**Q:** I have the empty states of a WS₂ bilayer just above its gap, divided among the atomic planes. For the two uppermost planes there are only question marks. Can the four planes below tell me what belongs there?

Scalar-relativistic plane-wave PAW calculation with Ansatz 0.2.0 for a WS₂ bilayer, using PBE+D3(BJ) without spin polarization, a 420 eV cutoff, a 27 × 27 × 1 k mesh and 0.05 eV Gaussian smearing. Shares refer to the states from 0 to 0.9 eV above mid-gap, each counted in full. Planes are listed from the bottom up, with heights measured from the top atom.

```tsv
row	plane share	plane formula	plane height (Å)
1	0.105	S	-9.197
2	0.270	W	-7.630
3	0.122	S	-6.065
4	0.128	S	-3.132
5	?	W	?
6	?	S	?
```

**A:** Begin with what a row means. The plane share is the fraction of all states in the energy window that lies in one atomic plane, the plane formula names the element in it, and the plane height is its position along the normal to the film. Rows 1 to 3 are the lower S–W–S layer, rows 4 to 6 the upper one. The window opens in the middle of the gap, where there are no states, and ends inside the conduction band. It therefore collects the levels that an added electron would enter first.

**Q:** It is a thin slab with two surfaces. Shouldn't such states sit at a surface and fade towards the inside?

**A:** That happens where a surface cuts bonds and leaves orbitals without partners. A WS₂ layer ends in sulfur atoms that already have all their bonds, so its face offers no such orbital. The numbers agree: the share is 0.105 on the bottom plane, rises to 0.270 on the tungsten plane and falls to 0.122 on the next sulfur. It follows the element, not the depth below the surface.

**Q:** Why does tungsten hold the most?

**A:** Because of how the W–S bond orders its levels. The 3p orbitals of sulfur lie lower in energy than the 5d orbitals of tungsten. When they mix, the lower, bonding combinations stay mostly on sulfur and are filled, while the upper, antibonding ones stay mostly on tungsten. Two d electrons remain on each W atom. They fill one d band per layer, and the trigonal prism of six sulfur neighbours separates that band from the next, which is empty.

The bottom of the conduction band is thus a tungsten d band with some sulfur p mixed in. This assignment comes from the known chemistry of the compound, since the shares are sorted by plane and not by orbital. What the table itself shows is the weight on tungsten: the lower W plane holds more than twice as much as any of the three known S planes.

**Q:** Still, the two sulfur planes of the lower layer hold 0.227 together. That is not much less than the tungsten.

**A:** True, the W plane has only about 54 % of its layer's share. Some of the rest is real sulfur character, as the antibonding picture requires. Some may be tungsten d density that reaches out towards the sulfur and is counted there, which would happen if space were divided simply by height. That second part is my guess. It would affect how you read the sulfur shares as chemistry, but it would affect both layers alike.

**Q:** Then how do I get from the lower layer to the upper one?

**A:** By the way the layers are stacked. The upper layer is the lower one inverted through a point midway between them: each atom at some distance below that point has a partner of the same element equally far above it, on the opposite side. Inversion therefore pairs the planes from the outside inwards. Row 1 goes with row 6, row 2 with row 5, and row 3 with row 4.

**Q:** That pairs the atoms. Why must it pair the electronic states?

**A:** The electrons move in a potential made by those atoms, so the potential has the same symmetry. Take any state and invert it through the midpoint. The result is again a state of the bilayer, with the same energy and the opposite wave vector. If one of them falls in the window, so does the other.

Now add up the whole window. Whatever density one state puts on a plane, its inverted partner puts on the paired plane. The sums on the two planes must then be equal, whatever the orbitals are and however strongly the layers interact. The model is just this rule: a plane has the share of its partner.

**Q:** Can the rule be checked on the rows we already have?

**A:** On one pair only, the two inner sulfur planes. They read 0.122 and 0.128, which should be the same number. The difference of 0.006 is no sign that electrons prefer the upper layer, because the symmetry forbids that. It is an error of the numerical treatment or of the division into planes, and it shows how closely the rule can be trusted.

**Q:** So what do you write in place of the question marks?

**A:** For the outer sulfur plane, row 6, I copy row 1 and get 0.105. For the error I take twice the mismatch of the inner pair, 2 × 0.006 = 0.012, since a single pair is a thin sample. The forecast for row 6 is then 0.093 to 0.117.

The tungsten plane, row 5, copies row 2. That gives 0.270, with a range of 0.258 to 0.282 from the same error.

The heights follow from the same inversion. Two paired heights must add up to the same value as the inner pair, −6.065 − 3.132 = −9.197 Å. The upper tungsten then lies at −9.197 + 7.630 = −1.567 Å, and the upper outer sulfur at −9.197 + 9.197 = 0.000 Å. I give both 0.01 Å either way.

**Q:** Couldn't I find the two shares without symmetry, from the fact that all shares add up to one?

**A:** You would find their sum but not how it is divided. The four known planes hold 0.625, which leaves 0.375 for the other two. My forecasts add up to the same value, so they pass that test. A quite different division between tungsten and sulfur would pass it as well.

**Q:** And if only the element counts? Then I would give the outer sulfur the average of the three sulfur planes.

**A:** That is the simplest alternative, and it gives 0.118 for row 6. It lies just above my range, so the computed value can separate the two ideas. Inversion says that an outer sulfur plane resembles the other outer one. Your average says that it resembles every sulfur plane equally.

The withheld rows as computed:

```tsv
row	plane share	plane formula	plane height (Å)
5	0.270	W	-1.567
6	0.105	S	0.000
```

**Q:** Both shares agree with the forecast to the last digit, and so do the heights. Is that a triumph for the model?

**A:** It is a hit, but you should be clear about what was hit. The height of row 6 is zero by definition, since heights are counted from the top atom, but the two withheld shares played no part in the forecast, so their agreement is real. Yet the symmetry was already in the atomic positions, and a sound calculation has to reproduce it. The result confirms that the division into planes respects the inversion for the tungsten and outer sulfur planes; for the inner sulfur pair it does so only to within 0.006. It does not test how well this density functional describes WS₂.

The average over sulfur planes does worse. It overestimates row 6 by 0.013, about an eighth of the computed share. The element decides the coarse pattern, and the position within the bilayer, facing outwards or facing the other layer, decides the finer one.

**Q:** Your error range was far too wide, then. Why do the outer pairs match so well when the inner pair does not?

**A:** I took the inner pair as typical, and it turned out to be the exception. Its two planes face each other across the gap between the layers, 2.933 Å apart. Somewhere in that gap runs the border between what is counted for the lower layer and what is counted for the upper. If a thin slice of space at the midpoint is given wholly to the upper side, row 4 gains and row 3 loses, while the other planes keep their values.

That is the pattern in the table, where the lower layer holds 0.497 of the states and the upper layer 0.503. Another result of the same run fits this: both faces of the film have a work function of 4.570 eV, as a potential that keeps the inversion would give. That makes the division into planes the likelier source of the mismatch, but the misplaced slice itself is untested. A finer grid along the normal would be the way to test it, because the mismatch should then shrink.

**Q:** Half of the states in each layer: does that mean an added electron spreads over both?

**A:** No, and this is the easiest mistake to make with such a table. Two identical layers far apart would also hold half of the states each, although an electron placed in one would stay there. Equal halves follow from symmetry alone. Whether an electron passes from one layer to the other depends on how strongly their orbitals overlap across the gap.

There is a hint that the layers feel each other. A single WS₂ layer is its own mirror image through the tungsten plane, so alone its two sulfur planes would hold equal shares. In the bilayer the inner sulfur planes hold on average 0.020 more than the outer ones. If the mismatch between rows 3 and 4 is only a misplaced slice, it cancels in that average. Orbitals that overlap across the gap could put the extra density there, but the potential of the neighbouring layer could also shift density within each layer. I would treat the excess as a reason to look at the individual states and not as a measure of the coupling.

**Q:** I am thinking of the bilayer as a transistor channel. What can I take from this?

**A:** Without a field, neither layer is favoured as a place for the electrons of the channel. The sulfur plane that touches the gate dielectric holds about a tenth of the conduction-edge states. The tungsten plane 1.567 Å beneath it holds more than a quarter. These shares cover the lowest 0.25 eV or so of the conduction band. The electrons of a channel mostly sit near the bottom of that range, so their own division between tungsten and sulfur may differ somewhat.

The equality ends when the two faces are treated differently. A gate on one side lowers the energy of one layer relative to the other, and the states at the band edge shift towards the layer whose energy is lowered, be it the top or the bottom one. A dielectric or a chemical treatment on only one face also removes the inversion. For a real device, then, the table is the balanced starting point, and the field and the interfaces decide how far the channel moves away from it.

**Q:** Would the rule survive if the layers were stacked in another way?

**A:** Only if some symmetry still exchanged them. In the other common stacking, called 3R, both layers point the same way and one is merely shifted sideways. The tungsten atoms of one layer then face sulfur, while those of the other face an empty site, so the two layers have different surroundings. Tungsten would still hold the most in each layer, because that comes from the W–S bond. The two tungsten planes, however, would no longer have to be equal.

**Q:** And with a better method than this one?

**A:** The sizes of the shares could change. This functional makes the gap too small, so a window that starts at mid-gap reaches further into the conduction band than it would with the true gap. If the true gap is above 1.8 eV, the same window would hold no states at all and would have to move up with the band edge. Spin–orbit coupling, which is left out here, shifts the competing minima of that band, and they differ in how much sulfur they contain. Both effects can move weight between tungsten and sulfur. Neither removes the inversion, so the paired planes would still have to agree.
